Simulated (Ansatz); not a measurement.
Crystal: Mo.

```
Mo
1.0
    -1.58381    1.58381    1.58381
     1.58381   -1.58381    1.58381
     1.58381    1.58381   -1.58381
Mo
1
Direct
  0.00000 0.00000 0.00000
```

| Property | Result |
| --- | --- |
| Program | Ansatz 0.2.0 |
| Task | relaxation of cell and atoms |
| Functional | BLYP |
| Dispersion | D3(BJ) |
| Potentials or basis | Ansatz PAW |
| Cutoff | 420 eV (not typed: the program's choice for these potentials) |
| k mesh | 12 × 12 × 12 |
| Occupations | fermi-dirac, width 0.05 eV |
| Spin | no spin polarisation |

At the start: volume 15.89 Å³/atom.

Problem. How do energy, volume and symmetry change on relaxing?

Solution. It ends after 4 steps and the volume is 15.30 Å³/atom (-3.7 %); space group Im-3m (No. 229, to 0.05 Å).

The path:
```csv
step,energy change (eV),largest force (eV/Å),volume (Å³)
1,0.0000,0.0000,15.89
2,-0.0182,0.0000,15.37
3,-0.0185,0.0000,15.30
4,-0.0184,0.0000,15.30
```

Final structure:
```cif
data_structure
_symmetry_space_group_name_H-M 'P 1'
_symmetry_Int_Tables_number 1
_cell_length_a 2.7088
_cell_length_b 2.7088
_cell_length_c 2.7088
_cell_angle_alpha 109.471
_cell_angle_beta 109.471
_cell_angle_gamma 109.471
_cell_volume 15.30
loop_
_atom_site_label
_atom_site_type_symbol
_atom_site_fract_x
_atom_site_fract_y
_atom_site_fract_z
_atom_site_occupancy
Mo1 Mo 0.00000 0.00000 0.00000 1
```

Caveat: the plane-wave basis is chosen anew once the cell has moved, so the energies of steps on either side of that aren't comparable; pairwise dispersion overbinds metals, which lowers pressure and volume; the PAW data sets come from PBE, with cores solved anew for the run's functional, which leaves a small shift of forces and pressure.
